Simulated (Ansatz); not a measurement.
# SnO2: the cost of one run

Computed with Ansatz 0.2.0 (DFT PBE, scalar-relativistic, plane waves, PAW, unless a step's input says otherwise).

2 further runs of the same task are left out: 2 set aside as unsound or not needed.

### 1 Starting point

It takes space group Fd-3m (No. 227, cubic). Conventional cell: a = 10.550 Å, b = 10.550 Å, c = 10.550 Å, α = 90.00°, β = 90.00°, γ = 90.00°. Sn (site symmetry -3m) has 6 S at 2.60 Å as nearest neighbours. S (site symmetry 3m) has 3 Sn at 2.60 Å as nearest neighbours.

Structure file:

```
Sn S
1.0
     0.00000    5.27515    5.27515
     5.27515    0.00000    5.27515
     5.27515    5.27515    0.00000
Sn S
4 8
Direct
  0.62500 0.12500 0.12500
  0.12500 0.62500 0.12500
  0.12500 0.12500 0.62500
  0.12500 0.12500 0.12500
  0.36494 0.87835 0.87835
  0.87835 0.36494 0.87835
  0.87835 0.87835 0.36494
  0.87835 0.87835 0.87835
  0.88506 0.37165 0.37165
  0.37165 0.88506 0.37165
  0.37165 0.37165 0.88506
  0.37165 0.37165 0.37165
```

It goes back to an entry of the Materials Project, which need not be the stable form.

It is the result of an earlier relaxation at this level (volume 24.47 Å³/atom; gap on the mesh: 1.20 eV).

### 2 Swap S → O

The start of SnO2: fractional positions of relaxed SnS2, cell scaled by 0.850, a guess from tabulated radii.

### 3 Probe: one point at the start (SnO2)

input.yaml

```yaml
crystal:
  lattice:
    - [0.0, 4.4833566179, 4.4833566179]
    - [4.4833566179, 0.0, 4.4833566179]
    - [4.4833566179, 4.4833566179, 0.0]
  atoms:
    - { symbol: Sn, position: [0.625, 0.125, 0.125] }
    - { symbol: Sn, position: [0.125, 0.625, 0.125] }
    - { symbol: Sn, position: [0.125, 0.125, 0.625] }
    - { symbol: Sn, position: [0.125, 0.125, 0.125] }
    - { symbol: O, position: [0.364936712, 0.8783544293, 0.8783544293] }
    - { symbol: O, position: [0.8783544293, 0.364936712, 0.8783544293] }
    - { symbol: O, position: [0.8783544293, 0.8783544293, 0.364936712] }
    - { symbol: O, position: [0.8783544293, 0.8783544293, 0.8783544293] }
    - { symbol: O, position: [0.885063288, 0.3716455707, 0.3716455707] }
    - { symbol: O, position: [0.3716455707, 0.885063288, 0.3716455707] }
    - { symbol: O, position: [0.3716455707, 0.3716455707, 0.885063288] }
    - { symbol: O, position: [0.3716455707, 0.3716455707, 0.3716455707] }
basis:
  ecutwfc: 420
kpoints:
  mp_grid: { grid: [4, 4, 4] }
hamiltonian:
  xc: pbe
scf:
  occupations: { method: gaussian, width: 0.1 }
output:
  forces: true
  stress: true
  eigenvalues: true
```

The run is started by

```console
> ansatz run input.yaml --threads 2 --pin off --max-ram 5120MiB --backend cpu --events-out ev --progress --plain --runs-dir out
```

Q: Estimate wall time and peak memory on 2 threads of Arm Neoverse V2, shared host.

About 2.1 s, with a peak of 0.49 GiB.
